In a harmonic crystal, five times the displacement costs twenty-five times the energy. The two motions mapped here are equivalent components of one optical vibration of SiC, in which carbon and silicon move in opposite directions. A single stiffness $A$ should therefore serve both:

$$E = A(x^2+y^2).$$

Here $E$ is the free energy change, and $x$ and $y$ are the first and second amplitudes, that is, the distances moved by carbon.

The formula makes two promises. Separate displacements along $x$ and $y$ add their energies, and displacements of equal total length cost the same in every direction. Moving carbon by 0.06 Å costs about 70 meV a cell, and at such amplitudes both promises fail by roughly one percent. The failure is small, but its pattern offers a clue to how the bonds depart from ideal springs.

Free energy changes of cubic SiC (two-atom cell) with two optical modes frozen in, relative to the relaxed crystal; the cell and all other modes are held fixed, and amplitudes are carbon displacements. Computed with Ansatz 0.2.0 using DFT with PBEsol, PAW, a 520 eV plane-wave cutoff, a 10×10×10 k mesh and Gaussian smearing of 0.05 eV, without spin polarization.

```csv
second amplitude (Å),free energy change at first amplitude -0.048 angstrom (meV a cell),free energy change at first amplitude -0.036 angstrom (meV a cell),free energy change at first amplitude -0.024 angstrom (meV a cell),free energy change at first amplitude -0.012 angstrom (meV a cell),free energy change at first amplitude 0.06 angstrom (meV a cell)
-0.06000,115.7,95.7,81.4,72.8,141.3
-0.04800,90.2,70.4,56.2,47.7,115.7
-0.03600,70.4,50.7,36.6,28.1,95.7
-0.02400,56.2,36.6,22.5,14.0,81.4
-0.01200,47.7,28.1,14.0,5.6,72.8
0.00000,44.8,25.2,11.2,2.8,69.9
0.01200,47.7,28.1,14.0,5.6,72.8
0.02400,56.2,36.6,22.5,14.0,81.4
0.03600,70.4,50.7,36.6,28.1,95.7
0.04800,90.2,70.4,56.2,47.7,115.7
0.06000,115.7,95.7,81.4,72.8,141.3
```

**The first row: energies do not add**

At second amplitude −0.060 Å and first amplitude 0.06 Å, both components are at full stretch and the energy is 141.3 meV. Either displacement alone costs 69.9 meV, as the row with zero second amplitude shows. Two separate displacements would thus cost 139.8 meV, which is 1.5 meV too little. Rounding could account for at most 0.15 meV of this gap, so the two motions do hinder each other.

The harmonic formula can be tested at the same point by scaling up from a very small displacement. At 0.012 Å on one axis the calculation gives 2.809 meV, and this value sets the stiffness. Five times the amplitude on both axes then gives $2 \times 25 \times 2.809 \approx 140.5$ meV. The computed energy lies 0.6% above this estimate, so the crystal is stiffer here than its smallest vibrations suggest.

**From −0.048 to −0.012 Å: direction matters**

The row at −0.036 Å holds the cleanest test, because it needs no stiffness at all. Combined with a first amplitude of −0.048 Å, it gives a total length of exactly 0.06 Å, since $0.036^2+0.048^2=0.06^2$. This mixed displacement costs 70.4 meV, whereas one of the same length along a single axis costs 69.9 meV. No choice of $A$ can repair that difference.

The reason can be sought in how a displacement is shared among the four bonds of each atom, which point along the diagonals of a cube. A shift along one cube axis shortens two bonds and lengthens the other two, all by about 0.05 Å. The mixed shift of equal length changes two bonds by about 0.07 Å and the other two by only 0.01 Å. To lowest order, the sum of the squared changes is the same in both cases, which is why the harmonic formula cannot tell the directions apart.

Real bonds can. When one bond shortens and another lengthens by the same amount, the short one costs more than a parabola allows and the long one costs less. The excess is larger than the saving, so the pair costs extra. This extra cost rises roughly as the fourth power of the change, so it punishes a displacement that loads a few bonds heavily. The sum of fourth powers is nearly twice as large for the mixed shift as for the axis shift.

A second effect works the other way. Atoms also move sideways to their bonds, which makes every bond slightly longer, and a longer bond is a softer spring. This softening needs stretch and sideways motion in the same bond, a combination that is about twice as strong for the axis shift. Bond geometry thus argues for a softer axis and stiffer mixed directions, although it leaves out the forces that resist bending and cannot fix the size of either effect.

The column at first amplitude 0.06 Å shows the two tendencies changing places. Between second amplitudes of −0.036 and −0.024 Å, the computed energy passes from above the harmonic value to below it. Near that crossing the harmonic formula looks almost perfect, because stiffening and softening cancel. A single scan in such a direction would certify a formula that fails on both sides of it.

**The zero row: a failure hidden by rounding**

With the second amplitude at zero, only one component is displaced. The tabulated energies at 0.06 and 0.012 Å have a ratio of 25.0, apparently just what a harmonic spring requires. But the smaller energy is printed as 2.8 meV, and its rounding alone can shift the ratio by about 0.4.

The unrounded energies give a ratio of 24.9. At 0.06 Å the computed energy is therefore 0.4% below the harmonic value, in line with the softer axis that the bond picture suggests. For a test with rounded energies, comparing two large displacements of equal length is safer than dividing by a very small energy. The analysis printed below the text sets the harmonic estimate beside the computed energies.

**The positive rows: what the symmetry conceals**

Below the zero row, the energies repeat those above it in reverse order. This mirror image follows from the crystal's symmetry and is no independent confirmation. Nor does it mean that the crystal resists opposite displacements equally in every direction. Pushing carbon straight at one silicon neighbour differs from pushing it the opposite way, into the gap between the other three.

That difference involves the third component of the same vibration, with amplitude $z$, which is held at zero throughout the map. Symmetry allows an energy term $cxyz$, with $c$ a constant, and this term vanishes as long as $z=0$. If the atoms were free to adjust, $z$ would settle where $Az^2+cxyz$ is lowest:

$$z=-\frac{cxy}{2A}, \qquad \Delta E=-\frac{c^2x^2y^2}{4A}.$$

The energy gain $\Delta E$ has the same form as the visible hindrance between the two motions. That hindrance also grows as $x^2y^2$: with the first amplitude at 0.06 Å, doubling the second from 0.024 to 0.048 Å makes it four times as large. Relaxation would thus subtract from exactly the quantity that the first row revealed. Whether it would merely weaken the hindrance or turn it into an attraction depends on $c$, which a map at $z=0$ cannot determine.

The energies therefore describe a crystal whose remaining freedoms are clamped. For a lasting distortion, in which the other atomic motions and the cell shape have time to respond, they are upper limits. Even the softer axis is affected, because a shift between the two kinds of atoms is coupled to shear of the cell. The harmonic formula errs by less than one percent within this map, but that figure does not measure the error of using the map for a relaxed crystal.

Output of the analysis:

```
first amplitude 0.06 angstrom (meV a cell):
     row  finer energy  harmonic energy  true less harmonic  excess over separate displacements
   -0.06         141.3            140.5                0.85                               1.462
  -0.048         115.7            115.2               0.511                               0.937
  -0.036         95.69            95.51               0.187                               0.527
  -0.024         81.39            81.46              -0.076                               0.235
  -0.012         72.79            73.03              -0.247                               0.059
     0.0         69.92            70.23              -0.306                                   0
   0.012         72.79            73.03              -0.247                               0.059
   0.024         81.39            81.46              -0.076                               0.235
   0.036         95.69            95.51               0.187                               0.527
   0.048         115.7            115.2               0.511                               0.937
    0.06         141.3            140.5                0.85                               1.462
rounded table energy ratio for fivefold displacement on the axis: 24.96
possible rounding error of that ratio: 0.4464
finer energy ratio for fivefold displacement on the axis: 24.89
true less harmonic on the axis at 0.06 angstrom (percent): -0.4357
true less harmonic with both at 0.06 angstrom (percent): 0.6052
rounded table excess with both at 0.06 angstrom (meV): 1.5
rounded table energy of the mixed displacement of length 0.06 angstrom (meV): 70.4
rounded table mixed less axis energy at equal length (meV): 0.5
finer mixed less axis energy at equal length (meV): 0.489
excess ratio when only the second amplitude doubles from 0.024 to 0.048: 3.987
excess with both at 0.048 angstrom (meV): 0.599
excess with both at 0.024 angstrom (meV): 0.038
first-order change of all four bonds for the axis displacement (angstrom): 0.04947
first-order change of two bonds for the mixed displacement (angstrom): 0.06925
first-order change of the other two bonds for the mixed displacement (angstrom): 0.009893
sum of squared stretches mixed over axis: 1
sum of fourth powers of stretches mixed over axis: 1.922
sum of squared stretch times squared sideways motion mixed over axis: 0.5392
```
